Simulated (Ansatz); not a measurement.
Bulk crystal (TiC) after relaxation:

```cif
data_structure
_symmetry_space_group_name_H-M 'P 1'
_symmetry_Int_Tables_number 1
_cell_length_a 3.0359
_cell_length_b 3.0359
_cell_length_c 3.0359
_cell_angle_alpha 60.000
_cell_angle_beta 60.000
_cell_angle_gamma 60.000
_cell_volume 19.78
loop_
_atom_site_label
_atom_site_type_symbol
_atom_site_fract_x
_atom_site_fract_y
_atom_site_fract_z
_atom_site_occupancy
Ti1 Ti 0.00000 0.00000 0.00000 1
C1 C 0.50000 0.50000 0.50000 1
```

Miller indices refer to the conventional cell of Fm-3m (No. 225), a = 4.293 Å, b = 4.293 Å, c = 4.293 Å, α = 90.00°, β = 90.00°, γ = 90.00°.

The (110) slab of 8 planes, 10.6 Å thick with 15 Å of vacuum as cut; outer planes TiC (top) and TiC (bottom).

These are results of Ansatz 0.2.0, DFT PBEsol, scalar-relativistic, plane waves, PAW, not measurements. Settings: cutoff 420 eV, Γ-centred mesh 11×8×1 on the computed 16-atom cell, Gaussian smearing of 0.10 eV; no spin polarisation. The cell repeats along c with a dipole correction in the vacuum.

With the atoms at the bulk's places:

```yaml
Surface_energy_mean_of_both_faces: 4.29 J/m²
Work_function: 3.75 eV
```

Problem. What changes when all atoms relax within this surface cell and its symmetry?

Solution. The energy falls by 0.289 J/m² a face, and the largest move is 0.14 Å.

For the relaxed slab, the surface energy (mean of both faces) is 4.01 J/m² and the work function is 3.96 eV.

```tsv
plane (bottom to top)	atoms	spacing to next, bulk (Å)	relaxed (Å)	change (%)	rumpling (Å)
1	TiC	1.518	1.409	-7.2	0.131
2	TiC	1.518	1.572	+3.6	0.026
3	TiC	1.518	1.488	-2.0	0.044
4	TiC	1.518	1.534	+1.1	0.002
5	TiC	1.518	1.488	-2.0	0.002
6	TiC	1.518	1.572	+3.6	0.044
7	TiC	1.518	1.409	-7.2	0.026
8	TiC				0.131
```